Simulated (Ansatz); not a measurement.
Stiffness of TePb from strained cells

```yaml
crystal:
  lattice:
    - [0.00000, 3.22700, 3.22700]
    - [3.22700, 0.00000, 3.22700]
    - [3.22700, 3.22700, 0.00000]
  atoms:
    - { symbol: Te, position: [0.50000, 0.50000, 0.50000] }
    - { symbol: Pb, position: [0.00000, 0.00000, 0.00000] }
```

Atom numbers follow the list: Te1, Pb2.

The cell is COD entry 9008696, as deposited and not checked against the literature; nothing was relaxed.

No spin–orbit coupling, which matters for the heavy atoms here.

Computed with DFT, PBE, all-electron LAPW, scalar-relativistic in Ansatz 0.2.0.

The runs use a Γ-centred 11×11×11 k mesh, Fermi–Dirac smearing of 0.08 eV, basis error target 1 meV/atom, no spin polarisation.

The unstrained cell is at 2.32 GPa. Large strains and very small stresses are left out. Each strain is applied once, with fractional coordinates held (clamped ions), and σ below is the change of stress, positive in tension. One finite strain gives stress–strain coefficients at this pressure with an error of the order of the strain times third-order constants, a few per cent for each per cent of strain.

**Question.** With x and y strained by +1.5 %, z held, the run gives σxx = 1.89 GPa, σzz = 0.21 GPa and εxx = εyy = 0.0150. Which stiffness follows?

**Answer.** C12 = σzz/(2εxx) = 7 GPa and C11 + C12 = σxx/εxx = 126 GPa.

**Question.** Estimate the stiffness probed by this change, and the stress that it gives: z strained by -1 % at fixed volume.

**Answer.** σzz − σxx = -1.94 GPa and εzz − εxx = -0.0150, so C11 − C12 = (σzz − σxx)/(εzz − εxx) = 129 GPa.

**Question.** What do those two numbers (x and y strained by +1.5 %, z held) give for C11, and is the cell stable to tetragonal shear?

**Answer.** C11 = 126 − 7 = 119 GPa and C11 − C12 = 112 GPa: positive, so stable to it.
